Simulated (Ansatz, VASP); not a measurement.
## One calculation of Au, two programs

```
Au
1.0
     0.00000    2.02296    2.02296
     2.02296    0.00000    2.02296
     2.02296    2.02296    0.00000
Au
1
Direct
  0.00000 0.00000 0.00000
```

Alike in both runs: task single point; functional LDA; k mesh 13 × 13 × 13; occupations fermi-dirac, width 1 eV; no spin polarisation.

```csv
,VASP,Ansatz
version,VASP 6.6.1,Ansatz 0.2.0
potentials or method,"VASP PAW LDA potentials, release 64 (Au)","plane waves (420 eV) with PAW, scalar-relativistic"
plane-wave cutoff (eV),520,420
valence electrons in the cell,11,19
```

```tsv
	VASP	Ansatz	Ansatz less VASP
pressure (GPa)	7.8	7.5	-0.31
```

The two sets of potentials don't hold the same shells in valence. Ansatz warned: «pseudo_functional_mismatch».

Spin-orbit coupling is left out, which matters for the levels of Au.
